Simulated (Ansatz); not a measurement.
NiO: relaxation of cell and atoms with RPBE

Crystal: NiO.

```xyz
2
Lattice="0.0000 2.0859 2.0859 2.0859 0.0000 2.0859 2.0859 2.0859 0.0000" Properties=species:S:1:pos:R:3 pbc="T T T"
Ni    0.0000    0.0000    0.0000
O     2.0859    2.0859    2.0859
```

```yaml
Program: Ansatz 0.2.0
Task: relaxation of cell and atoms
Functional: RPBE
Potentials_or_basis: Ansatz PAW
Cutoff: "420 eV (not typed: the program's choice for these potentials)"
k_mesh: 11 × 11 × 11
Occupations: fermi-dirac, width 0.05 eV
Spin: collinear spin, ferromagnetic start
Starting_moments: "[1.0, 0.0] μB"
```

The relaxed volume is 9.76 Å³/atom, the relaxed cell is a = 3.022 Å, b = 3.022 Å, c = 3.022 Å, α = 60.00°, β = 60.00°, γ = 60.00° and the space group after relaxing (to 0.05 Å) is Fm-3m (No. 225). The energy gained by relaxing is 26.7 meV/atom, the ionic steps are 7 and the pressure after relaxing is 0.0 GPa. The net moment is 1.93 μB per cell, the absolute moment is 1.95 μB per cell and the site moments are Ni +1.56; O +0.32 μB.

The path:
| step | energy change (eV) | largest force (eV/Å) | volume (Å³) |
| --- | --- | --- | --- |
| 1 | 0.0000 | 0.0000 | 18.15 |
| 2 | -0.0335 | 0.0000 | 18.73 |
| 3 | -0.0460 | 0.0000 | 19.41 |
| 4 | -0.0459 | 0.0000 | 19.46 |
| 5 | -0.0532 | 0.0000 | 19.46 |
| 6 | -0.0531 | 0.0000 | 19.52 |
| 7 | -0.0533 | 0.0000 | 19.52 |

Final structure:
```
Ni O
1.0
     0.00000    2.13706    2.13706
     2.13706    0.00000    2.13706
     2.13706    2.13706    0.00000
Ni O
1 1
Direct
  0.00000 0.00000 0.00000
  0.50000 0.50000 0.50000
```

Wall time 12 s on 2 threads of Arm Neoverse V1, on a shared host, peak memory 0.32 GiB.

Caveat: the plane-wave basis is chosen anew once the cell has moved, so the energies of steps on either side of that aren't comparable; the pressure holds a Pulay correction of +0.6 GPa for the finite cutoff; a cell with one magnetic atom can't hold antiferromagnetic order, which such compounds often take; the PAW data sets come from PBE, with cores solved anew for the run's functional, which leaves a small shift of forces and pressure. Zero-point motion and thermal expansion aren't in these numbers.
